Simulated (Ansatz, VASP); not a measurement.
Two plane-wave programs on Sn3Se

```xyz
4
Lattice="4.6575 0.0000 0.0000 0.0000 4.6575 0.0000 0.0000 0.0000 4.6575" Properties=species:S:1:pos:R:3 pbc="T T T"
Sn    0.0000    2.3287    2.3287
Sn    2.3287    0.0000    2.3287
Sn    2.3287    2.3287    0.0000
Se    0.0000    0.0000    0.0000
```

Alike in both runs: task single point; functional PBE; k mesh 10 × 10 × 10; occupations gaussian, width 0.1 eV; no spin polarisation.

|  | VASP | Ansatz |
| --- | --- | --- |
| version | VASP 6.6.1 | Ansatz 0.2.0 |
| potentials or method | VASP PAW PBE potentials, release 64 (Sn_d, Se) | scalar-relativistic, plane waves, PAW |
| plane-wave cutoff (eV) | 520 | 420 |
| valence electrons in the cell | 48 | 58 |

Ansatz gave:

- gap on the k mesh at the Fermi level (eV): none
- pressure (GPa): 3.3

Task: What did VASP give for the same quantities?

Result: gap on the k mesh at the Fermi level (eV): none; pressure (GPa): 3.2.

A gap of «none» marks a metal or a gap that the smearing closes. The two sets of potentials don't hold the same shells in valence.
